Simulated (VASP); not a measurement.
# VASP inputs for Ge (strained diamond)

INCAR

```
ALGO = Normal
LREAL = .FALSE.
METAGGA = R2SCAN
NBANDS = 21
LASPH = .TRUE.
LCHARG = .FALSE.
ISIF = 2
IBRION = -1
LWAVE = .FALSE.
PREC = Accurate
ISMEAR = -1
NELM = 120
EDIFF = 1E-7
SIGMA = 0.02
ENCUT = 520
NSW = 0
```

KPOINTS

```
KPOINTS created by Atomic Simulation Environment
0
Gamma
8 8 8
0 0 0
```

KPOINTS_OPT

```
special points
7
Reciprocal
0.0000000000 0.0000000000 0.0000000000 1
0.5000000000 0.0000000000 0.5000000000 1
0.6250000000 0.2500000000 0.6250000000 1
0.3750000000 0.3750000000 0.7500000000 1
0.5000000000 0.5000000000 0.5000000000 1
0.5000000000 0.2500000000 0.7500000000 1
0.0000000000 0.0000000000 0.5000000000 1
```

POSCAR

```
Ge
 1.0000000000000000
     0.0000000000000000    2.9503484526000001    2.9503484526000001
     2.9503484526000001    0.0000000000000000    2.9503484526000001
     2.9503484526000001    2.9503484526000001    0.0000000000000000
 Ge
   2
Cartesian
  0.0000000000000000  0.0000000000000000  0.0000000000000000
  1.4751742263000001  1.4751742263000001  1.4751742263000001
```

VASP ran with the recommended PBE PAW datasets (28 valence electrons in the cell).

Predict the results.

gap between bands v and c 0.00 eV; least direct gap 0.00 eV; pressure -6.3 GPa.

Band v is the last that the valence electrons fill when counted band by band, and c is the next. Levels in eV from the top of v:

```csv
point,v−1,v,c,c+1
Γ,0.00,0.00,0.00,2.65
X,-2.80,-2.80,1.09,1.09
K,-3.87,-2.39,1.43,4.12
L,-1.29,-1.29,0.05,3.91
W,-3.48,-3.48,4.15,4.15
```
